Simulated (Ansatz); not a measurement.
# Zone-centre phonons of Ge: input and output

The calculation used DFT PBE, scalar-relativistic, plane waves, PAW (Ansatz 0.2.0).

Launched with:
```bash
ansatz run input.yaml --threads 1 --pin off --max-ram 3072MiB --backend cpu --events-out ev --progress --plain --runs-dir out
```

Input (bare energies are in eV):
```yaml
crystal:
  lattice:
    - [0.0, 2.8818279658, 2.8818279658]
    - [2.8818279658, 0.0, 2.8818279658]
    - [2.8818279658, 2.8818279658, 0.0]
  atoms:
    - { symbol: Ge, position: [0.5, 0.5, 0.5] }
    - { symbol: Ge, position: [0.75, 0.75, 0.75] }
basis:
  ecutwfc: 420
kpoints:
  mp_grid: { grid: [14, 14, 14] }
hamiltonian:
  xc: pbe
scf:
  occupations: { method: fermi_dirac, width: 0.15 }
output:
  eigenvalues: true
phonons:
  method: dfpt
  eigenvectors: true
```

The end of the output:
```
--- Phonons (Γ-DFPT): 1 representative perturbation + reference, on 244 of 2744 k-points (Σ response iterations 3) ---
  k mesh reduced under 8 symmetry operations, with k and −k counted as one. Each operation leaves every solved displacement unchanged or reverses it
  ASR residual: 2.416e-5 → 0.000e0 eV/Å²; symmetrization residual: 1.890e-12 eV/Å²
  ASR residual per site (eV/Å²): 2.42e-5 2.42e-5
  Γ frequencies (cm⁻¹): 0.00 0.00 0.00 271.33 271.33 271.33
  non-analytic LO–TO correction: not included (Born effective charges unavailable; polar crystals: no LO–TO splitting at Γ)
```

The run took 37 s on 1 thread of Arm Neoverse V2, with other jobs on the host, peak memory 0.92 GiB.

Without a gap, frequencies and elastic constants depend on the k mesh and the smearing, soft modes and shear constants most.

The bands only touch here, so at this level the crystal is a zero-gap semiconductor or semimetal, not an ordinary metal; spin–orbit coupling, left out, can open or move such a gap.